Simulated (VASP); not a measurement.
# Pt in VASP: relaxation of the atoms with PBE+D3(BJ)

Aim: the relaxation of the atoms of Pt with PBE+D3(BJ).

Everything below comes from runs of VASP 6.6.1. Logs are shortened: lines on timing, memory, paths and dates and some standing lists are left out, and cuts for length are marked.

### 1 The slab as given

The cell holds a slab with vacuum, 3 atoms: a = 2.776 Å, b = 2.776 Å, c = 28.433 Å, α = 90.00°, β = 90.00°, γ = 120.00°.

The cell was built by a generator and needn't be a form met in nature.

### 2 Relaxation of the atoms, PBE+D3(BJ)

The input, INCAR:

```
  ALGO = Fast
  DIPOL = 0.5 0.5 0.500
  EDIFF = 1E-7
  EDIFFG = -0.02
  ENCUT = 520
  GGA = PE
  IBRION = 2
  IDIPOL = 3
  ISIF = 2
  ISMEAR = 1
  IVDW = 12
  KPAR = 2
  LASPH = True
  LCHARG = False
  LDIPOL = True
  LREAL = False
  LWAVE = False
  NELM = 120
  NSW = 90
  PREC = Accurate
  SIGMA = 0.1
```

The input, KPOINTS:

```
k-points
0
Gamma
  14 14 1
```

The input, POSCAR:

```
Pt
1.0
    2.7760588100      0.0000000000      0.0000000000
   -1.3880294100      2.4041373900      0.0000000000
    0.0000000000      0.0000000000     28.4332588800
Pt
3
Selective dynamics
Direct
    0.0000000000      0.0000000000      0.4202824600  F F F
    0.6666670000      0.3333330000      0.5000000000  T T T
    0.3333330000      0.6666670000      0.5797175400  T T T
```

Potentials or basis: VASP PAW PBE potentials, release 64 (Pt).

Launch:

```console
$ cat potpaw_PBE.64/Pt/POTCAR > POTCAR
$ mpirun -np 2 vasp_std > vasp.out
```

OUTCAR:

```text
EDIFF = 1E-7
   EDIFFG = -0.02
   ENCUT = 520
   GGA = PE
   IBRION = 2
   ISIF = 2
   ISMEAR = 1
   IVDW = 12
   LASPH = True
   LREAL = False
   NELM = 120
   NSW = 90
   PREC = Accurate
 IVDW          = 12

 ion  position               nearest neighbor table
   1  0.000  0.000  0.420-   2 2.78   2 2.78   2 2.78
   2  0.667  0.333  0.500-   3 2.78   3 2.78   1 2.78   1 2.78   1 2.78   3 2.78
   3  0.333  0.667  0.580-   2 2.78   2 2.78   2 2.78

  LATTYP: Found a hexagonal cell.
 ALAT       =     2.7760588100
 C/A-ratio  =    10.2423114300

  Lattice vectors:

 A1 = (   2.7760588100,   0.0000000000,   0.0000000000)
 A2 = (  -1.3880294100,   2.4041373900,   0.0000000000)
 A3 = (   0.0000000000,   0.0000000000,  28.4332588800)

Analysis of symmetry for initial positions (statically):
=====================================================================
 Subroutine PRICEL returns:
 Original cell was already a primitive cell.

 Routine SETGRP: Setting up the symmetry group for a
 hexagonal supercell.

 Subroutine GETGRP returns: Found 12 space group operations
 (whereof  6 operations were pure point group operations)
 out of a pool of 24 trial point group operations.

The static configuration has the point symmetry C_3v.
 The point group associated with its full space group is D_3d.

Analysis of symmetry for dynamics (positions and initial velocities):
=====================================================================
 Subroutine PRICEL returns:
 Original cell was already a primitive cell.

 Routine SETGRP: Setting up the symmetry group for a
 hexagonal supercell.

 Subroutine GETGRP returns: Found 12 space group operations
 (whereof  6 operations were pure point group operations)
 out of a pool of 24 trial point group operations.

The dynamic configuration has the point symmetry C_3v.
 The point group associated with its full space group is D_3d.

Analysis of constrained symmetry for selective dynamics:
=====================================================================
 Subroutine PRICEL returns:
 Original cell was already a primitive cell.

 Routine SETGRP: Setting up the symmetry group for a
 hexagonal supercell.

 Subroutine GETGRP returns: Found  6 space group operations
 (whereof  6 operations were pure point group operations)
 out of a pool of 24 trial point group operations.

The constrained configuration has the point symmetry C_3v.

 Subroutine INISYM returns: Found  6 space group operations
[... 108 lines left out ...]
   PSTRESS=    0.0 pullay stress
   NELECT =      30.0000    total number of electrons
   NUPDOWN=      -1.0000    fix difference up-down
   EMIN   =  10.00;   EMAX   =-10.00  energy-range for DOS
   EFERMI =   0.00;   METHOD = LEGACY
   ISMEAR =     1;   SIGMA  =   0.10  broadening in eV -4-tet -1-fermi 0-gaus
   EFERMI_NEDOS =   21; number of points for ismear=-14 and -15
   IALGO  =     68    algorithm
   IMIX   =      4    mixing-type and parameters
     AMIX     =   0.40;   BMIX     =  1.00
     AMIX_MAG =   1.60;   BMIX_MAG =  1.00
  volume/ion in A,a.u.               =      63.25       426.86
  Fermi-wavevector in a.u.,A,eV,Ry     =   0.885205  1.672794 10.661354  0.783587
  Thomas-Fermi vector in A             =   2.006207
   LORBIT       =      0    0 simple, 1 ext, 2 COOP (PROOUT), +10 PAW based schemes
   GGA     = PE    functional components
   LHFCALC =     F    Hartree Fock is set to
   AEXX    =    0.0000 exact exchange contribution
   IVDW    =    12    specifies the selected vdW correction
   LEPSILON=     F    determine dielectric tensor
   LRPA    =     F    only Hartree local field effects (RPA)
 conjugate gradient relaxation of ions
 non-spin polarized calculation
 RMM-DIIS sequential band-by-band and
 Methfessel and Paxton  Order N= 1 SIGMA  =   0.10
  energy-cutoff  :      520.00
  volume of cell :      189.76
 maximum number of plane-waves:      5157
 NGX is ok and might be reduce to    24
   NGX = 11   NGY = 11   NGZ =105

--------------------------------------- Ionic step        1  -------------------------------------------

 number of electron      29.9999999 magnetization

 Free energy of the ion-electron system (eV)
  ---------------------------------------------------
  ext. energy  EPLUGINS =         0.00000000
  ---------------------------------------------------
  free energy    TOTEN  =       -17.03035670 eV

  energy without entropy =      -17.03259076  energy(sigma->0) =      -17.03110139

------------------------ aborting loop because EDIFF is reached ----------------------------------------

 Edisp (eV)   -1.54447

 E8    (eV) :    -0.7415
[... 272 lines left out ...]
  FREE ENERGIE OF THE ION-ELECTRON SYSTEM (eV)
  ---------------------------------------------------
  free  energy   TOTEN  =       -18.5845763178 eV

  energy  without entropy=      -18.5872596124  energy(sigma->0) =      -18.58547075

 dipolmoment           0.000000      0.000000      0.000044 electrons x Angstroem

--------------------------------------- Ionic step        8  -------------------------------------------

 number of electron      29.9999998 magnetization

 dipolmoment           0.000000      0.000000     -0.000003 electrons x Angstroem

 Free energy of the ion-electron system (eV)
  ---------------------------------------------------
  ext. energy  EPLUGINS =         0.00000000
  ---------------------------------------------------
  free energy    TOTEN  =       -17.05497350 eV

  energy without entropy =      -17.05769496  energy(sigma->0) =      -17.05588065

 E-fermi :  -1.7677     XC(G=0):  -3.8812

 val. band max:       -1.7789100724   @ k =   0.3571  -0.0000   0.0000
 cond. band min:      -1.7623832915   @ k =   0.0000   0.0000   0.0000
 fundamental gap:      0.0165267809
 Fermi energy:        -1.7676730235

 k-point     1 :       0.0000    0.0000    0.0000
  band No.  band energies     occupation
      1     -10.8147      2.00000
      2      -9.0862      2.00000
      3      -8.6204      2.00000
      4      -5.3981      2.00000
      5      -5.2298      2.00000
      6      -5.2298      2.00000
[... 517 lines left out ...]
     18       4.0309      0.00000
     19       4.7537      0.00000

------------------------ aborting loop because EDIFF is reached ----------------------------------------

 vacuum level on the upper side and lower side of the slab       (xc-potential included)        -0.021        -0.021

 Edisp (eV)   -1.52967

 E8    (eV) :    -0.7338

  FORCE on cell =-STRESS in cart. coord.  units (eV):
  Direction    XX          YY          ZZ          XY          YZ          ZX
  --------------------------------------------------------------------------------------
  -------------------------------------------------------------------------------------
  Total      -4.72651    -4.72651    -0.03645     0.00000    -0.00000     0.00000
  in kB     -39.90584   -39.90584    -0.30774     0.00000    -0.00000     0.00000
  external pressure =      -26.71 kB  Pullay stress =        0.00 kB
[... 18 lines left out ...]
  FREE ENERGIE OF THE ION-ELECTRON SYSTEM (eV)
  ---------------------------------------------------
  free  energy   TOTEN  =       -18.5846420082 eV

  energy  without entropy=      -18.5873634597  energy(sigma->0) =      -18.58554916

 reached required accuracy - stopping structural energy minimisation

 vacuum level on the upper side and lower side of the slab         3.988         3.988
```

CONTCAR:

```text
Pt
   1.00000000000000
     2.7760588099999999    0.0000000000000000    0.0000000000000000
    -1.3880294099999999    2.4041373899999998    0.0000000000000000
     0.0000000000000000    0.0000000000000000   28.4332588800000003
  Pt
     3
Selective dynamics
Direct
     0.0000000000000000    0.0000000000000000    0.4202824600000028   F   F   F
     0.6666669999999968    0.3333330000000032    0.5014781439320632   T   T   T
     0.3333330000000032    0.6666669999999968    0.5826123094857010   T   T   T

  0.00000000E+00  0.00000000E+00  0.00000000E+00
  0.00000000E+00  0.00000000E+00  0.00000000E+00
  0.00000000E+00  0.00000000E+00  0.00000000E+00
```

Run time: 4.6 min. Hardware: 2 MPI ranks of Intel Xeon Platinum 8488C (Sapphire Rapids), shared host; peak memory 0.39 GiB.

What came out:

```
Free energy                : -18.5846 eV
Energy gained by relaxing  : 3.3 meV/atom
Ionic steps                : 8
Band gap on the k mesh     : none (metal or under the smearing width)
Dispersion energy per atom : -0.510 eV
```

The path:
```tsv
step	energy change (eV)	largest force (eV/Å)	pressure (GPa)
1	0.0000	0.2441	-1.92
2	-0.0024	0.2462	-2.03
3	-0.0047	0.2522	-2.26
4	-0.0067	0.1953	-2.34
5	-0.0097	0.0346	-2.58
6	-0.0098	0.0288	-2.63
7	-0.0097	0.0313	-2.63
8	-0.0098	0.0102	-2.67
```

Final structure:
```
CELL_PARAMETERS angstrom
2.77606 0.00000 0.00000
-1.38803 2.40414 0.00000
0.00000 0.00000 28.43326
ATOMIC_POSITIONS crystal
Pt 0.00000 0.00000 0.42028
Pt 0.66667 0.33333 0.50148
Pt 0.33333 0.66667 0.58261
```
